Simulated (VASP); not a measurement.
# SnTe: relaxation of cell and atoms with LDA

The system is SnTe.

```xyz
2
Lattice="0.0000 3.1509 3.1509 3.1509 0.0000 3.1509 3.1509 3.1509 0.0000" Properties=species:S:1:pos:R:3 pbc="T T T"
Sn    0.0000    0.0000    0.0000
Te    3.1509    3.1509    3.1509
```

```
Program                : VASP 6.6.1
Task                   : relaxation of cell and atoms
Functional             : LDA
Potentials or basis    : VASP PAW LDA potentials, release 64 (Sn_d, Te)
Cutoff                 : 600 eV
k mesh                 : 10 × 10 × 10
Occupations            : gaussian, width 0.03 eV
Spin                   : no spin polarisation
Further INCAR settings : ALGO = Normal; EDIFF = 1e-06; IBRION = 2; EDIFFG = -0.01; NSW = 90; ISIF = 3
```

The relaxed volume is 30.36 Å³/atom. The relaxed cell is a = 4.412 Å, b = 4.412 Å, c = 4.412 Å, α = 60.00°, β = 60.00°, γ = 60.00° and the space group after relaxing (to 0.05 Å) is Fm-3m (No. 225). The energy gained by relaxing is 4.2 meV/atom. The ionic steps are 3, the pressure after relaxing is 0.0 GPa and the band gap on the k mesh is 0.21 eV, direct.

The path:
```csv
step,energy change (eV),largest force (eV/Å),pressure (GPa),volume (Å³)
1,0.0000,0.0000,-1.45,62.56
2,-0.0073,0.0000,0.58,60.03
3,-0.0085,0.0000,0.00,60.72
```

Final structure:
```cif
data_structure
_symmetry_space_group_name_H-M 'P 1'
_symmetry_Int_Tables_number 1
_cell_length_a 4.4117
_cell_length_b 4.4117
_cell_length_c 4.4117
_cell_angle_alpha 60.000
_cell_angle_beta 60.000
_cell_angle_gamma 60.000
_cell_volume 60.72
loop_
_atom_site_label
_atom_site_type_symbol
_atom_site_fract_x
_atom_site_fract_y
_atom_site_fract_z
_atom_site_occupancy
Sn1 Sn 0.00000 0.00000 0.00000 1
Te1 Te 0.50000 0.50000 0.50000 1
```

Levels at points of the mesh, in eV from the valence-band top:
| k point | band 8 | band 9 | band 10 | band 11 | band 12 | band 13 |
| --- | --- | --- | --- | --- | --- | --- |
| (0.00, 0.00, 0.00) | -2.14 | -2.14 | -2.14 | 3.42 | 3.42 | 3.42 |
| (0.50, 0.00, 0.00) | -1.77 | -1.77 | 0.00 | 0.21 | 0.36 | 0.36 |
| (0.50, 0.50, 0.00) | -5.71 | -3.80 | -3.80 | 2.13 | 5.07 | 5.07 |

Run time: 50 s on 1 thread of AMD EPYC 9R45 96-Core Processor (Zen 5), with other jobs on the host, peak memory 0.18 GiB.

Caveat: spin-orbit coupling is left out, which moves the levels of the heavy elements. LDA usually gives volumes a few per cent too small.
